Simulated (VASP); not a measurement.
## CdSe: band structure with PBE0

CdSe:

```
CELL_PARAMETERS angstrom
0.00000 3.04621 3.04621
3.04621 0.00000 3.04621
3.04621 3.04621 0.00000
ATOMIC_POSITIONS crystal
Cd 0.00000 0.00000 0.00000
Se 0.75000 0.75000 0.75000
```

Measurements of this composition are mostly on another form, of space group No. 186.

- Program: VASP 6.6.1
- Task: band structure
- Functional: PBE0
- Potentials or basis: VASP PAW PBE potentials, release 64 (Cd, Se)
- Cutoff: 520 eV
- k mesh: 6 × 6 × 6
- Occupations: gaussian, width 0.03 eV
- Spin: no spin polarisation
- Grid for exact exchange (PRECFOCK): Fast
- Exchange at q = 0: truncated
- Further INCAR settings: ALGO = Normal; EDIFF = 1e-07; NBANDS = 16

```yaml
Pressure: 1.4 GPa
Band_gap_on_the_k_mesh: 2.15 eV, direct
Band_gap_along_the_path: 2.15 eV, direct
```

Levels at points of the mesh, in eV from the valence-band top:
| k point | band 6 | band 7 | band 8 | band 9 | band 10 | band 11 | band 12 | band 13 |
| --- | --- | --- | --- | --- | --- | --- | --- | --- |
| (0.00, 0.00, 0.00) | -8.82 | 0.00 | 0.00 | 0.00 | 2.15 | 7.68 | 7.68 | 7.68 |
| (0.50, 0.00, 0.00) | -8.49 | -4.73 | -0.81 | -0.81 | 4.04 | 8.17 | 8.17 | 9.18 |
| (0.50, 0.50, 0.00) | -8.40 | -4.40 | -2.01 | -2.01 | 4.62 | 5.43 | 11.02 | 12.29 |

Wall time 8.7 min on 4 MPI ranks on Intel(R) Xeon(R) Platinum 8488C (Sapphire Rapids), on a shared host, peak memory 0.21 GiB a rank.

Caveat: the PAW data sets were made with another functional, which shifts forces and pressure a little.
